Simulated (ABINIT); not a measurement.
# Completion of the band sum in GW: LiBr (Fm-3m), part 2 of 2

Wanted: gap and time of LiBr (Fm-3m) with truncated and completed band sums.

ABINIT 10.8.3; PBE and many-body steps on it, plane waves. Known limits of the many-body steps: not at the basis limit; no spin-orbit coupling.

So far. Step 3 (Screening, 6×6×6 mesh, 256 bands, screening to 266.7 eV): Local fields lower ε∞ by 16 %. Step 4 (256 bands): The gap on the mesh goes from 4.94 eV to 7.14 eV, a correction of +2.20 eV.

## 6. 27 bands

This step: G0W0 on PBE, plane waves, norm-conserving pseudopotentials.

Contents of run.abi:

```
acell 3*1.0 Angstrom
rprim 
  0.000000000000 2.750650000000 2.750650000000
  2.750650000000 0.000000000000 2.750650000000
  2.750650000000 2.750650000000 0.000000000000
ntypat 2
znucl 3 35
natom 2
typat 1 2
xred 
  0.000000000000 0.000000000000 0.000000000000
  0.500000000000 0.500000000000 0.500000000000
pp_dirpath "pseudos"
pseudos "Li.upf, Br.upf"
ecut 33
ngkpt 6 6 6
nshiftk 1
shiftk 0 0 0
kptopt 1
chksymbreak 0
istwfk *1
occopt 1
irdwfk 1
optdriver 4
nband 27
gwcalctyp 0
ecutsigx 33
symsigma 1
nkptgw 1
kptgw 
  0.0000000000 0.0000000000 0.0000000000
bdgw 
  3 9
ecuteps 9.8
irdscr 1
ppmodel 1
indata_prefix "in"
outdata_prefix "out"
tmpdata_prefix "tmp"
```

Launch:

```sh
$ OMP_NUM_THREADS=1 mpirun -n 8 abinit run.abi > log
```

Log:

```text
.Version 10.8.3 of ABINIT. v10.8.2 released Aug 2026.

 Symmetries : space group Fm -3 m (#225); Bravais cF (face-center cubic)
[... echo of the input left out ...]
== DATASET  1 ==================================================================
-   mpi_nproc: 8, omp_nthreads: 1 (-1 if OMP is not activated)

--- !DatasetInfo
iteration_state: {dtset: 1, }
dimensions: {natom: 2, nkpt: 16, mband: 27, nsppol: 1, nspinor: 1, nspden: 1, mpw: 2637, }
cutoff_energies: {ecut:  33.0, pawecutdg:  -1.0, }
electrons: {nelect:   1.00000000E+01, charge:   0.00000000E+00, occopt:   1.00000000E+00, tsmear:   1.00000000E-02, }

 SIGMA: Calculation of the GW corrections

 Based on a program developped by R.W. Godby, V. Olevano, G. Onida, and L. Reining.
 Incorporated in ABINIT by V. Olevano, G.-M. Rignanese, and M. Torrent.
.Using double precision arithmetic ; gwpc =  8

[... cell and pseudopotentials left out ...]
--------------------------------------------------------------------------------

 ==== K-mesh for the wavefunctions ====
 Number of points in the irreducible wedge :    16
[... list of points left out ...]
 Together with 48 symmetry operations and time-reversal symmetry
 yields   216 points in the full Brillouin Zone.

 ==== Q-mesh for screening function ====
 Number of points in the irreducible wedge :    16
[... list of points left out ...]
 Together with 48 symmetry operations and time-reversal symmetry
 yields   216 points in the full Brillouin Zone.

 vcoul_init : cutoff-mode = AUXILIARY_FUNCTION
 q-points for optical limit:   1
     1)      0.000010    0.000020    0.000030
 setmesh: FFT mesh size selected  =    40x   40x   40
          total number of points  =        64000

 Number of electrons calculated from density =   10.0000; Expected =   10.0000
[...]
number of q-points in BZ                          216
 number of frequencies for dSigma/dE                 9
 frequency step for dSigma/dE [eV]                0.25
 number of omega for Sigma on real axis              0
 max omega for Sigma on real axis  [eV]           0.00
 zcut for avoiding poles [eV]                     0.10

 EPSILON^-1 parameters (SCR file):
 dimension of the eps^-1 matrix on file            411
 dimension of the eps^-1 matrix used               411
 number of plane-waves for wavefunctions          2637
 number of bands                                    27
 number of q-points in IBZ                          16
 number of frequencies                               2
 number of real frequencies                          1
 number of imag frequencies                          1

 matrix elements of self-energy operator (all in [eV])

 Perturbative Calculation

--- !SelfEnergy_ee
iteration_state: {dtset: 1, }
kpoint     : [   0.000,    0.000,    0.000, ]
spin       : 1
KS_gap     :    4.938
QP_gap     :    6.866
Delta_QP_KS:    1.928
data: !SigmaeeData |
     Band     E0 <VxcDFT>   SigX SigC(E0)      Z dSigC/dE  Sig(E)    E-E0       E
        3   0.621 -13.197 -16.770   2.395   0.811  -0.233 -14.153  -0.956  -0.335
        4   0.621 -13.197 -16.770   2.395   0.811  -0.233 -14.153  -0.956  -0.335
        5   0.621 -13.197 -16.770   2.395   0.811  -0.233 -14.153  -0.956  -0.335
        6   5.559  -8.505  -4.368  -2.985   0.845  -0.184  -7.532   0.973   6.532
        7  11.140  -8.415  -3.746  -3.134   0.839  -0.192  -7.127   1.287  12.427
        8  11.140  -8.415  -3.746  -3.134   0.839  -0.192  -7.127   1.287  12.427
        9  11.140  -8.415  -3.746  -3.134   0.839  -0.192  -7.127   1.287  12.427

== END DATASET(S) ==============================================================
================================================================================

 -outvars: echo values of variables after computation  --------
           etotal      0.0000000000E+00
            nband          27
             nkpt          16
          spgroup         225
 [... the other variables as echoed above ...]

 Calculation completed.
```

Elapsed: 5.5 s, on 8 MPI ranks of Intel Xeon Platinum 8488C (Sapphire Rapids), shared host; peak memory 2.3 GiB.

This step gave:

```
G0W0 gap on the points computed              : 6.867 eV
starting gap on the mesh                     : 4.938 eV
k of the valence top                         : 0, 0, 0
k of the conduction bottom                   : 0, 0, 0
Z at the valence top                         : 0.811
Z at the conduction bottom                   : 0.845
least direct G0W0 gap on the computed points : 6.867 eV
```

Against G0W0 in ABINIT (6×6×6 mesh, 256 bands, screening to 266.7 eV, Godby-Needs plasmon pole), the gap moves by −0.274 eV.

## 7. Screening, 6×6×6 mesh, 27 bands, screening to 266.7 eV

This step: RPA screening on PBE, plane waves, norm-conserving pseudopotentials.

Edit run.abi of step 6 so:

```diff
@@ -23,15 +23,10 @@
 irdwfk 1
-optdriver 4
+optdriver 3
 nband 27
-gwcalctyp 0
-ecutsigx 33
-symsigma 1
-nkptgw 1
-kptgw 
-  0.0000000000 0.0000000000 0.0000000000
-bdgw 
-  3 9
 ecuteps 9.8
-irdscr 1
-ppmodel 1
+inclvkb 2
+awtr 1
+symchi 1
+gwcomp 1
+gwencomp 3
 indata_prefix "in"
```

Log:

```text
.Version 10.8.3 of ABINIT. v10.8.2 released Aug 2026.

 Symmetries : space group Fm -3 m (#225); Bravais cF (face-center cubic)
[... echo of the input left out ...]
== DATASET  1 ==================================================================
-   mpi_nproc: 8, omp_nthreads: 1 (-1 if OMP is not activated)

--- !DatasetInfo
iteration_state: {dtset: 1, }
dimensions: {natom: 2, nkpt: 16, mband: 27, nsppol: 1, nspinor: 1, nspden: 1, mpw: 2637, }
cutoff_energies: {ecut:  33.0, pawecutdg:  -1.0, }
[...]
--------------------------------------------------------------------------------
[... chi0 elements left out ...]
 For q-point:  0.000010 0.000020 0.000030
  dielectric constant =   3.1671
  dielectric constant without local fields =   3.7632

  Average fulfillment of the sum rule on Im[epsilon] for q-point    1 :    140.68  [%]
[... wings left out ...]
  q-point number  2        q = ( 0.166667, 0.000000, 0.000000) [r.l.u.]
--------------------------------------------------------------------------------
[... chi0 elements left out ...]
  Average fulfillment of the sum rule on Im[epsilon] for q-point    2 :    117.59  [%]

 [... 14 further q-points ...]
```

Wall time 87 s (8 MPI ranks); peak memory 1.6 GiB.

Numbers from this step:

```yaml
eps_infinity_with_local_fields_on_this_mesh_along_the_program_s_q_direction: 3.167
the_same_without_local_fields: 3.763
plasma_frequency: 18.20 eV
plane_waves_in_the_screening_matrix: 411
```

## 8. 27 bands, completed

This step: G0W0 on PBE, plane waves, norm-conserving pseudopotentials.

Edit run.abi of step 7 so:

```diff
@@ -23,8 +23,15 @@
 irdwfk 1
-optdriver 3
+optdriver 4
 nband 27
+gwcalctyp 0
+ecutsigx 33
+symsigma 1
+nkptgw 1
+kptgw 
+  0.0000000000 0.0000000000 0.0000000000
+bdgw 
+  3 9
 ecuteps 9.8
-inclvkb 2
-awtr 1
-symchi 1
+irdscr 1
+ppmodel 1
 gwcomp 1
```

Log:

```text
.Version 10.8.3 of ABINIT. v10.8.2 released Aug 2026.

 Symmetries : space group Fm -3 m (#225); Bravais cF (face-center cubic)
[... echo of the input left out ...]
== DATASET  1 ==================================================================
-   mpi_nproc: 8, omp_nthreads: 1 (-1 if OMP is not activated)

--- !DatasetInfo
iteration_state: {dtset: 1, }
dimensions: {natom: 2, nkpt: 16, mband: 27, nsppol: 1, nspinor: 1, nspden: 1, mpw: 2637, }
cutoff_energies: {ecut:  33.0, pawecutdg:  -1.0, }
[...]
7  11.140  -8.415  -3.746  -3.512   0.839  -0.192  -7.444   0.971  12.111
        8  11.140  -8.415  -3.746  -3.512   0.839  -0.192  -7.444   0.971  12.111
        9  11.140  -8.415  -3.746  -3.512   0.839  -0.192  -7.444   0.971  12.111

== END DATASET(S) ==============================================================
================================================================================

 -outvars: echo values of variables after computation  --------
           etotal      0.0000000000E+00
            nband          27
             nkpt          16
          spgroup         225
 [... the other variables as echoed above ...]

 Calculation completed.
```

It took 5.7 s on 8 MPI ranks; peak memory 2.3 GiB; 44 s of CPU time.

This step gave:

```
G0W0 gap on the points computed              : 7.076 eV
starting gap on the mesh                     : 4.938 eV
k of the valence top                         : 0, 0, 0
k of the conduction bottom                   : 0, 0, 0
least direct G0W0 gap on the computed points : 7.076 eV
```

Against G0W0 in ABINIT (6×6×6 mesh, 256 bands, screening to 266.7 eV, Godby-Needs plasmon pole), the gap moves by −0.065 eV.

## 9. Screening, 6×6×6 mesh, 93 bands, screening to 266.7 eV

This step: RPA screening on PBE, plane waves, norm-conserving pseudopotentials.

Edit run.abi of step 8 so:

```diff
@@ -23,17 +23,8 @@
 irdwfk 1
-optdriver 4
-nband 27
-gwcalctyp 0
-ecutsigx 33
-symsigma 1
-nkptgw 1
-kptgw 
-  0.0000000000 0.0000000000 0.0000000000
-bdgw 
-  3 9
+optdriver 3
+nband 93
 ecuteps 9.8
-irdscr 1
-ppmodel 1
-gwcomp 1
-gwencomp 3
+inclvkb 2
+awtr 1
+symchi 1
 indata_prefix "in"
```

Log:

```text
.Version 10.8.3 of ABINIT. v10.8.2 released Aug 2026.

 Symmetries : space group Fm -3 m (#225); Bravais cF (face-center cubic)
[... echo of the input left out ...]
== DATASET  1 ==================================================================
-   mpi_nproc: 8, omp_nthreads: 1 (-1 if OMP is not activated)

--- !DatasetInfo
iteration_state: {dtset: 1, }
dimensions: {natom: 2, nkpt: 16, mband: 93, nsppol: 1, nspinor: 1, nspden: 1, mpw: 2637, }
cutoff_energies: {ecut:  33.0, pawecutdg:  -1.0, }
[...]
--------------------------------------------------------------------------------
[... chi0 elements left out ...]
 For q-point:  0.000010 0.000020 0.000030
  dielectric constant =   3.1694
  dielectric constant without local fields =   3.7693

  Average fulfillment of the sum rule on Im[epsilon] for q-point    1 :     84.88  [%]
[... wings left out ...]
  q-point number  2        q = ( 0.166667, 0.000000, 0.000000) [r.l.u.]
--------------------------------------------------------------------------------
[... chi0 elements left out ...]
  Average fulfillment of the sum rule on Im[epsilon] for q-point    2 :     94.98  [%]

 [... 14 further q-points ...]
```

It took 49 s on 8 MPI ranks; peak memory 1.9 GiB.

This step gave:

* ε∞ with local fields, on this mesh, along the program's q direction: 3.169
* the same without local fields: 3.769
* plasma frequency: 18.20 eV
* plane waves in the screening matrix: 411

## 10. 93 bands

This step: G0W0 on PBE, plane waves, norm-conserving pseudopotentials.

Edit run.abi of step 9 so:

```diff
@@ -23,8 +23,15 @@
 irdwfk 1
-optdriver 3
+optdriver 4
 nband 93
+gwcalctyp 0
+ecutsigx 33
+symsigma 1
+nkptgw 1
+kptgw 
+  0.0000000000 0.0000000000 0.0000000000
+bdgw 
+  3 9
 ecuteps 9.8
-inclvkb 2
-awtr 1
-symchi 1
+irdscr 1
+ppmodel 1
 indata_prefix "in"
```

Log:

```text
.Version 10.8.3 of ABINIT. v10.8.2 released Aug 2026.

 Symmetries : space group Fm -3 m (#225); Bravais cF (face-center cubic)
[... echo of the input left out ...]
== DATASET  1 ==================================================================
-   mpi_nproc: 8, omp_nthreads: 1 (-1 if OMP is not activated)

--- !DatasetInfo
iteration_state: {dtset: 1, }
dimensions: {natom: 2, nkpt: 16, mband: 93, nsppol: 1, nspinor: 1, nspden: 1, mpw: 2637, }
cutoff_energies: {ecut:  33.0, pawecutdg:  -1.0, }
[...]
7  11.140  -8.415  -3.746  -3.655   0.834  -0.200  -7.569   0.845  11.985
        8  11.140  -8.415  -3.746  -3.655   0.834  -0.200  -7.569   0.845  11.985
        9  11.140  -8.415  -3.746  -3.655   0.834  -0.200  -7.569   0.845  11.985

== END DATASET(S) ==============================================================
================================================================================

 -outvars: echo values of variables after computation  --------
           etotal      0.0000000000E+00
            nband          93
             nkpt          16
          spgroup         225
 [... the other variables as echoed above ...]

 Calculation completed.
```

Run time: 14 s. Hardware: 8 MPI ranks; peak memory 2.9 GiB.

This step gave:

```
G0W0 gap on the points computed              : 7.054 eV
starting gap on the mesh                     : 4.938 eV
k of the valence top                         : 0, 0, 0
k of the conduction bottom                   : 0, 0, 0
least direct G0W0 gap on the computed points : 7.054 eV
```

Against G0W0 in ABINIT (6×6×6 mesh, 256 bands, screening to 266.7 eV, Godby-Needs plasmon pole), the gap moves by −0.087 eV.

## 11. Screening, 6×6×6 mesh, 93 bands, screening to 266.7 eV

This step: RPA screening on PBE, plane waves, norm-conserving pseudopotentials.

Edit run.abi of step 10 so:

```diff
@@ -23,15 +23,10 @@
 irdwfk 1
-optdriver 4
+optdriver 3
 nband 93
-gwcalctyp 0
-ecutsigx 33
-symsigma 1
-nkptgw 1
-kptgw 
-  0.0000000000 0.0000000000 0.0000000000
-bdgw 
-  3 9
 ecuteps 9.8
-irdscr 1
-ppmodel 1
+inclvkb 2
+awtr 1
+symchi 1
+gwcomp 1
+gwencomp 3
 indata_prefix "in"
```

Log:

```text
.Version 10.8.3 of ABINIT. v10.8.2 released Aug 2026.

 Symmetries : space group Fm -3 m (#225); Bravais cF (face-center cubic)
[... echo of the input left out ...]
== DATASET  1 ==================================================================
-   mpi_nproc: 8, omp_nthreads: 1 (-1 if OMP is not activated)

--- !DatasetInfo
iteration_state: {dtset: 1, }
dimensions: {natom: 2, nkpt: 16, mband: 93, nsppol: 1, nspinor: 1, nspden: 1, mpw: 2637, }
cutoff_energies: {ecut:  33.0, pawecutdg:  -1.0, }
[...]
--------------------------------------------------------------------------------
[... chi0 elements left out ...]
 For q-point:  0.000010 0.000020 0.000030
  dielectric constant =   3.1700
  dielectric constant without local fields =   3.7693

  Average fulfillment of the sum rule on Im[epsilon] for q-point    1 :    106.66  [%]
[... wings left out ...]
  q-point number  2        q = ( 0.166667, 0.000000, 0.000000) [r.l.u.]
--------------------------------------------------------------------------------
[... chi0 elements left out ...]
  Average fulfillment of the sum rule on Im[epsilon] for q-point    2 :    106.55  [%]

 [... 14 further q-points ...]
```

Wall time 1.7 min (8 MPI ranks); peak memory 2.1 GiB; 14 min of CPU time.

This step gave:

```yaml
eps_infinity_with_local_fields_on_this_mesh_along_the_program_s_q_direction: 3.17
the_same_without_local_fields: 3.769
plasma_frequency: 18.20 eV
plane_waves_in_the_screening_matrix: 411
```

## 12. 93 bands, completed

This step: G0W0 on PBE, plane waves, norm-conserving pseudopotentials.

Edit run.abi of step 11 so:

```diff
@@ -23,8 +23,15 @@
 irdwfk 1
-optdriver 3
+optdriver 4
 nband 93
+gwcalctyp 0
+ecutsigx 33
+symsigma 1
+nkptgw 1
+kptgw 
+  0.0000000000 0.0000000000 0.0000000000
+bdgw 
+  3 9
 ecuteps 9.8
-inclvkb 2
-awtr 1
-symchi 1
+irdscr 1
+ppmodel 1
 gwcomp 1
```

Log:

```text
.Version 10.8.3 of ABINIT. v10.8.2 released Aug 2026.

 Symmetries : space group Fm -3 m (#225); Bravais cF (face-center cubic)
[... echo of the input left out ...]
== DATASET  1 ==================================================================
-   mpi_nproc: 8, omp_nthreads: 1 (-1 if OMP is not activated)

--- !DatasetInfo
iteration_state: {dtset: 1, }
dimensions: {natom: 2, nkpt: 16, mband: 93, nsppol: 1, nspinor: 1, nspden: 1, mpw: 2637, }
cutoff_energies: {ecut:  33.0, pawecutdg:  -1.0, }
[...]
7  11.140  -8.415  -3.746  -3.775   0.833  -0.200  -7.669   0.745  11.885
        8  11.140  -8.415  -3.746  -3.775   0.833  -0.200  -7.669   0.745  11.885
        9  11.140  -8.415  -3.746  -3.775   0.833  -0.200  -7.669   0.745  11.885

== END DATASET(S) ==============================================================
================================================================================

 -outvars: echo values of variables after computation  --------
           etotal      0.0000000000E+00
            nband          93
             nkpt          16
          spgroup         225
 [... the other variables as echoed above ...]

 Calculation completed.
```

It took 12 s on 8 MPI ranks; peak memory 2.7 GiB; 94 s of CPU time.

Numbers from this step:

```
G0W0 gap on the points computed              : 7.138 eV
starting gap on the mesh                     : 4.938 eV
k of the valence top                         : 0, 0, 0
k of the conduction bottom                   : 0, 0, 0
least direct G0W0 gap on the computed points : 7.138 eV
```

Against G0W0 in ABINIT (6×6×6 mesh, 256 bands, screening to 266.7 eV, Godby-Needs plasmon pole), the gap moves by −0.003 eV.

## 13. Side by side

Times are wall times on 8 MPI ranks of Intel Xeon Platinum 8488C (Sapphire Rapids), shared host, good to a factor of about two. A run's time includes the screening step that it read.

| run | mesh | bands | screening cutoff (eV) | DFT gap (eV) | gap on the mesh (eV) | direct (eV) | ε∞ used | time |
| --- | --- | --- | --- | --- | --- | --- | --- | --- |
| 256 bands | 6×6×6 | 256 | 266.7 | 4.938 | 7.141 | 7.141 | 3.17 | 2.6 min |
| 27 bands | 6×6×6 | 27 | 266.7 | 4.938 | 6.867 | 6.867 | 3.16 | 21 s |
| 27 bands, completed | 6×6×6 | 27 | 266.7 | 4.938 | 7.076 | 7.076 | 3.17 | 93 s |
| 93 bands | 6×6×6 | 93 | 266.7 | 4.938 | 7.054 | 7.054 | 3.17 | 63 s |
| 93 bands, completed | 6×6×6 | 93 | 266.7 | 4.938 | 7.138 | 7.138 | 3.17 | 1.9 min |

## 14. Outcome

| Item | Value |
| --- | --- |
| 256 bands | 7.141 eV |
| 27 bands | 6.867 eV |
| 27 bands, completed | 7.076 eV |
| 93 bands | 7.054 eV |
| 93 bands, completed | 7.138 eV |

**Reading.** 27 bands: −0.274 eV against 256 bands. 27 bands, completed: −0.065 eV against 256 bands. 93 bands: −0.087 eV against 256 bands. 93 bands, completed: −0.003 eV against 256 bands. The row with most bands is itself short of the limit, so it is no exact reference, and agreement of a truncated run with it can be a cancellation between the edges. In the G0W0 runs levels were corrected at 1 k point alone, so a gap called «on the mesh» is the least over those, and an edge elsewhere would be missed. The many-body steps are scalar-relativistic: spin-orbit coupling is not in them.

[Paths, hosts, dates, memory and timing lines, banners, echoed tables and standing remarks are left out of the program output.]

[Logs are printed without paths, hosts, clocks, repeated set-up lines and the standing remarks that a program may print on its own settings, such as how far it seeks lower states.]

[Runs of the session that timed out or met a known fault of the program may be left out.]

[Hosts, paths, dates, database ids (printed as entryN), source tags and the programs' standing remarks are cut or masked in the printed files.]

[G0W0 gaps are taken among the corrected bands and points alone; a level outside them can change the order at an edge.]

[Where Ansatz stands beside ABINIT at settings called matched, ABINIT's density can come from a denser mesh and the files from another edition; pairs whose starting gaps differed by over 0.03 eV were left out, so agreement reads better than it is.]
